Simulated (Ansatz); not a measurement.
# Ionic part of the dielectric constant of Li2S at 18 GPa, mode by mode

These are results of DFT PBE, scalar-relativistic, plane waves, PAW (Ansatz 0.2.0), not measurements. Cutoff 420 eV, 8×8×8 k-points (Γ-centred), fixed occupations. No spin polarisation. Phonons by linear response, acoustic sum rule imposed.

The structure is cubic, space group Fm-3m (No. 225). Conventional cell: a = 5.223 Å, b = 5.223 Å, c = 5.223 Å, α = 90.00°, β = 90.00°, γ = 90.00°. Li (site symmetry -43m) is surrounded by 4 S at 2.26 Å. S (site symmetry m-3m) has 8 Li at 2.26 Å as nearest neighbours.

The primitive cell has V = 35.62 Å³ and ε∞,zz = 4.143. Each polar mode adds Δε = (4.92064×10⁷/V)·S/ν² along z, with S its oscillator strength in e²/amu, ν in cm⁻¹ and V in Å³.

Problem. From these modes, find each Δε and ε0,zz.
```json
{"ν (cm⁻¹)": "490.7", "S_zz (e²/amu)": "0.293"}
```

Solution.
```json
{"ν (cm⁻¹)": "490.7", "Δε": "1.68"}
```

The sum is 1.681, so ε0,zz = 5.82; the run's tensor has 5.82.

Problem. Where do the longitudinal modes lie for a wave vector along z?

Solution. At 582 cm⁻¹. The Lyddane–Sachs–Teller product Π(ν_LO/ν_TO)² = 1.41 matches ε0/ε∞ = 1.41.